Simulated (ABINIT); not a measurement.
The system is Te2Mo.

```
Te Mo
1.0
     3.51820    0.00000    0.00000
    -1.75910    3.04685    0.00000
     0.00000    0.00000   13.97360
Te Mo
4 2
Direct
  0.66667 0.33333 0.37900
  0.33333 0.66667 0.87900
  0.66667 0.33333 0.12100
  0.33333 0.66667 0.62100
  0.66667 0.33333 0.75000
  0.33333 0.66667 0.25000
```

Base run:

* Program: ABINIT 10.8.3 (patched build)
* Functional: PBEsol
* Potentials or basis: JTH PAW PBE v2.0
* Cutoff: 408 eV
* k mesh: 7 × 7 × 2
* Occupations: fermi-dirac, width 0.05 eV
* Spin: no spin polarisation

Its results: band gap on the k mesh 0.78 eV, indirect (least direct gap 1.25 eV); pressure -0.1 GPa; largest force 0.058 eV/Å.

**Question.** The run is repeated on the same cell with these changes: functional from PBEsol to PBE. What comes out?

**Answer.** Band gap on the k mesh 0.80 eV, indirect (least direct gap 1.25 eV); pressure 3.8 GPa; largest force 0.300 eV/Å.

PBE binds less tightly than PBEsol, so the same cell stands under more pressure.

Caveats: spin-orbit coupling is left out, which moves the levels of the heavy elements; an odd mesh through Γ misses points on the zone boundary, where band edges often lie; this functional lacks dispersion, which binds the layers, so the pressure and a relaxed spacing across them are unreliable; the PAW data sets were made with another functional, which shifts forces and pressure a little (some runs).
